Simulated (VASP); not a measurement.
Wanted: the native input for a VASP 6.6.1 run.

```
Task                   : relaxation of cell and atoms
Functional             : PBE
Potentials or basis    : VASP PAW PBE potentials, release 64 (Ge_d, Sb, Te)
Cutoff                 : 520 eV
k mesh                 : 3 × 3 × 3
Occupations            : gaussian, width 0.15 eV
Spin                   : no spin polarisation
Further INCAR settings : PREC = Normal; ALGO = Fast; EDIFF = 0.0001; IBRION = 2; EDIFFG = -0.08; NSW = 24; ISIF = 3
```

The structure of GeSb2Te4 lies in POSCAR:

```
GeSb2Te4
1.0
    3.2743114200      1.8904245800      6.2230366000
   -3.2743114200      1.8904245800      6.2230366000
    0.0000000000     -3.7808491600      6.2230366000
Ge Sb Te
1 2 4
Direct
    0.0000000000      0.0000000000      0.0000000000
    0.6874538500      0.6874538500      0.6874538500
    0.3125461500      0.3125461500      0.3125461500
    0.0000000000      0.0000000000      0.5000000000
    0.5000000000      0.0000000000      0.0000000000
    0.0000000000      0.5000000000      0.0000000000
    0.5000000000      0.5000000000      0.5000000000
```

The cell was built by a generator and needn't be a form met in nature.

The input as run:

INCAR

```
ALGO = Fast
EDIFF = 1E-4
EDIFFG = -0.08
ENCUT = 520
GGA = PE
IBRION = 2
ISIF = 3
ISMEAR = 0
LASPH = True
LCHARG = False
LREAL = False
LWAVE = False
NELM = 60
NSW = 24
PREC = Normal
SIGMA = 0.15
```

KPOINTS

```
k-points
0
Gamma
  3 3 3
```

Potentials or basis: VASP PAW PBE potentials, release 64 (Ge_d, Sb, Te).

The run is started by

```sh
$ cat potpaw_PBE.64/Ge_d/POTCAR potpaw_PBE.64/Sb/POTCAR potpaw_PBE.64/Te/POTCAR > POTCAR
$ mpirun -np 4 vasp_std > vasp.out
```

It gave:

```json
{
 "Relaxed volume": "29.76 Å³/atom",
 "Relaxed cell": "a = 6.801 Å, b = 6.801 Å, c = 6.801 Å, α = 57.24°, β = 57.24°, γ = 57.24°",
 "Space group after relaxing (to 0.05 Å)": "R-3m (No. 166)",
 "Energy gained by relaxing": "61.8 meV/atom",
 "Ionic steps": "8",
 "Pressure after relaxing": "0.3 GPa",
 "Largest force after relaxing": "0.021 eV/Å",
 "Band gap on the k mesh": "none (metal or under the smearing width)"
}
```

Caveat: the k mesh is coarse (spacing up to 0.39 Å⁻¹), so the values aren't converged; the relaxation stopped at a loose force limit of 0.08 eV/Å, so its end isn't a converged minimum.

Run time: 48 s on 4 MPI ranks on Intel(R) Xeon(R) 6975P-C (Granite Rapids) (shared host), peak memory 0.17 GiB a rank.
